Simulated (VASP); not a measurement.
Set up this calculation in VASP 6.6.1, as the native input.

- Task: relaxation of cell and atoms
- Functional: revPBE
- Dispersion: D3(BJ)
- Potentials or basis: VASP PAW PBE potentials, release 64 (Al, N)
- Cutoff: 600 eV
- k mesh: 11 × 11 × 11
- Occupations: fermi-dirac, width 0.05 eV
- Spin: no spin polarisation
- Further INCAR settings: ALGO = Normal; EDIFF = 1e-07; IBRION = 2; EDIFFG = -0.01; NSW = 40; ISIF = 3

The structure of AlN lies in POSCAR:

```
AlN
1.0
    0.0000000000      2.0345180000      2.0345180000
    2.0345180000      0.0000000000      2.0345180000
    2.0345180000      2.0345180000      0.0000000000
Al N
1 1
Direct
    0.5000000000      0.5000000000      0.5000000000
    0.0000000000      0.0000000000      0.0000000000
```

Measurements of this composition are mostly on another form, of space group No. 186.

The input as run:

INCAR

```
SYSTEM = AlN
  ALGO = Normal
  EDIFF = 1E-7
  EDIFFG = -0.01
  ENCUT = 600
  GGA = RE
  IBRION = 2
  ISIF = 3
  ISMEAR = -1
  IVDW = 12
  LASPH = .True.
  LCHARG = .False.
  LREAL = .False.
  LWAVE = .False.
  NELM = 80
  NSW = 40
  PREC = Accurate
  SIGMA = 0.05
```

KPOINTS

```
k-points
0
Gamma
  11 11 11
  0 0 0
```

Potentials or basis: VASP PAW PBE potentials, release 64 (Al, N).

The run is started by

```sh
$ cat potpaw_PBE.64/Al/POTCAR potpaw_PBE.64/N/POTCAR > POTCAR
$ mpirun -np 1 vasp_std > vasp.out
```

Results of the run:

```yaml
Relaxed_volume: 8.09 Å³/atom
Relaxed_cell: a = 2.839 Å, b = 2.839 Å, c = 2.839 Å, α = 60.00°, β = 60.00°, γ = 60.00°
Space_group_after_relaxing_to_0.05_Å: Fm-3m (No. 225)
Energy_gained_by_relaxing: 10.7 meV/atom
Ionic_steps: 3
Pressure_after_relaxing: 0.0 GPa
Band_gap_on_the_k_mesh: 5.03 eV, indirect (least direct gap 6.00 eV)
Dispersion_energy_per_atom: -0.680 eV
```

Caveat: the PAW data sets were made with another functional, which shifts forces and pressure a little; an odd mesh through Γ misses points on the zone boundary, where band edges often lie.

It took 7.1 s on 1 thread of Intel(R) Xeon(R) 6975P-C (Granite Rapids), on a shared host, peak memory 0.15 GiB.
